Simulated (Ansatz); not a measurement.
# BN: energy along a strain

BN, Fmm2, a = 2.508 Å, b = 6.679 Å, c = 4.338 Å. This isn't the usual stable structure of the compound. Ansatz: PBE+D3(BJ), PAW, 420 eV, Γ-centred 12×12×12 mesh on 2 atoms, Gaussian smearing 0.05 eV; no spin polarisation. Cell vectors (Å): 0.000 3.339 2.169; 1.254 0.000 2.169; 1.254 3.339 0.000. The cell is strained by x per cent times the pattern (1 -1 0 0 0 0) in the order xx yy zz yz xz xy (engineering shears), with fractional coordinates held. y is the free energy over the start, V0 = 9.081 Å³/atom.

```
x (%) y (meV/atom)
-4.00             ?
-3.00         25.36
-2.00         11.04
-1.00          2.71
 0.00          0.00
 1.00          2.59
 2.00         10.12
 3.00         22.34
 3.50         30.11
 4.00         38.94
```

Problem. Fit y = c2 x² + c3 x³ to the other rows, get the stiffness along the pattern, and predict the missing energy.

Solution. Least squares on the rows shown. y = 2.6513 x² − 0.054953 x³. The clamped-ion stiffness p·C·p = 2 × 26.51 eV × 160.2 / 9.081 Å³ = 935 GPa. At x = -4.00 the fit asked for gives 45.94 meV/atom. The run gave 46.02 meV/atom, so the fit is 0.08 meV/atom too low, a small miss on the scale of the series.

Cost: 10 runs of about 0.91 core-minutes in all, on Intel Xeon Platinum 8259CL (Skylake/Cascade Lake) (shared hosts).